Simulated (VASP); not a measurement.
Write the native input for VASP 6.6.1 that does the following.

```yaml
Task: single point
Functional: LDA
Potentials_or_basis: VASP PAW LDA potentials, release 64 (Sb)
Cutoff: 520 eV
k_mesh: 16 × 16 × 16
Occupations: gaussian, width 0.1 eV
Spin: no spin polarisation
Dipole_correction: no
Further_INCAR_settings: ALGO = Normal; EDIFF = 1e-07; NBANDS = 8
```

The structure of Sb lies in POSCAR:

```
Sb
1.0
   -1.8671865095      1.8671865095      1.8671865095
    1.8671865095     -1.8671865095      1.8671865095
    1.8671865095      1.8671865095     -1.8671865095
Sb
1
Direct
    0.0000000000      0.0000000000      0.0000000000
```

This isn't the form of Sb at room conditions, which is rhombohedral.

The cell isn't the ideal one: functional LDA, strained and moved within the space group.

These files were run (other wordings do the same):

INCAR

```
SYSTEM = Sb
PREC     = Accurate       ! precision mode
ENCUT    = 520            ! plane-wave cutoff, eV
EDIFF    = 1E-7           ! SCF threshold, eV
ISMEAR   = 0              ! smearing method
SIGMA    = 0.1            ! smearing width, eV
LREAL    = .False.        ! projectors in reciprocal space
LASPH    = .True.         ! aspherical terms in the spheres
NELM     = 100            ! most SCF steps
ALGO     = Normal         ! electronic algorithm
ISIF     = 2              ! what is computed and relaxed
LWAVE    = .False.        ! write WAVECAR
LCHARG   = .False.        ! write CHGCAR
NBANDS   = 8              ! bands
```

KPOINTS

```
regular mesh
0
Gamma
  16 16 16
  0 0 0
```

Potentials or basis: VASP PAW LDA potentials, release 64 (Sb).

Command:

```bash
$ cat potpaw_LDA.64/Sb/POTCAR > POTCAR
$ mpirun -np 1 vasp_std > vasp.out
```

Results of the run:

- Pressure: -1.4 GPa
- Band gap on the k mesh: none (metal or under the smearing width)

Wall time 11 s on 1 thread of Intel(R) Xeon(R) Platinum 8259CL CPU @ 2.50GHz (Skylake/Cascade Lake), on a shared host, peak memory 0.14 GiB.
